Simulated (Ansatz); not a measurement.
Theory: DFT PBE, scalar-relativistic, plane waves, PAW in Ansatz 0.2.0. All cells share a 420 eV cutoff and Γ-centred k meshes spaced at most about 0.3 Å⁻¹ (about 0.25 or finer for metals, 2π included). No spin polarisation in the final relaxations.

These are static total energies at zero pressure.

Two relaxed structures of SiC:

1.

```
Si C
1.0
     0.00000    2.02844    2.02844
     2.02844    0.00000    2.02844
     2.02844    2.02844    0.00000
Si C
1 1
Direct
  0.50000 0.50000 0.50000
  0.00000 0.00000 0.00000
```

2.

```
Si C
1.0
     4.91394    0.00000    0.00000
    -2.45697    4.25560    0.00000
     0.00000    0.00000    2.99521
Si C
3 3
Cartesian
  3.0209 0.0000 1.9968
  -1.5104 2.6162 0.9984
  0.9465 1.6394 0.0000
  1.8292 0.0000 0.4992
  -0.9146 1.5841 2.4960
  1.5424 2.6715 1.4976
```

Problem. Which form is favoured at zero pressure, and by what margin per atom?

Solution. Cell 2 is lower, by 0.37 eV/atom. Cell 1 has the rock salt type, space group Fm-3m (No. 225), 8.3 Å³/atom and no gap on its mesh; cell 2 has space group P3_221 (No. 154), 10.4 Å³/atom and a gap of 1.21 eV. Counting C atoms around Si (those within 1.25 times the shortest such distance or 1.15 times the sum of covalent radii), cell 1 has Si 6 and cell 2 has Si 4. The lower one is the more open, so pressure narrows the difference. Even the lower one lies +0.16 eV/atom against the reference forms of the elements (uncorrected), so neither is stable at this level. In cell 1, around Si lie 6 C at 2.03 Å; C is surrounded by 6 Si at 2.03 Å. In cell 2, Si is surrounded by 4 C at 1.91–1.93 Å; around C lie 4 Si at 1.91–1.93 Å. Both come from invented guesses. A third cell relaxed alike, in P6_3mc, lies 0.36 eV/atom below the lower of the two. The part of the Crystallography Open Database at hand lists SiC in space groups No. 36, 156, 160, 186, 216; sharing a group (P6_3mc) doesn't make a cell the listed structure.

Kohn–Sham gaps at this level usually fall short of measured ones.
